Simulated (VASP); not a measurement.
Input of a VASP 6.6.1 run:

The input INCAR:

```
SYSTEM = Li
PREC = Accurate
ENCUT = 520
EDIFF = 1E-6
ISMEAR = -1
SIGMA = 0.05
LREAL = .FALSE.
LASPH = .TRUE.
NELM = 60
ALGO = Normal
ISIF = 2
LWAVE = .FALSE.
LCHARG = .FALSE.
GGA = PE
NBANDS = 8
```

The input KPOINTS:

```
regular mesh
0
G
  11 11 11
  0 0 0
```

Contents of POSCAR:

```
Li
1.0
   -1.7546500000      1.7546500000      1.7546500000
    1.7546500000     -1.7546500000      1.7546500000
    1.7546500000      1.7546500000     -1.7546500000
Li
1
Direct
    0.0000000000      0.0000000000      0.0000000000
```

Potentials or basis: VASP PAW PBE potentials, release 64 (Li_sv).

Run with:

```sh
$ cat potpaw_PBE.64/Li_sv/POTCAR > POTCAR
$ mpirun -np 1 vasp_std > vasp.out
```

Task: Estimate the band gap on the k mesh.

Result: None (metal or under the smearing width).
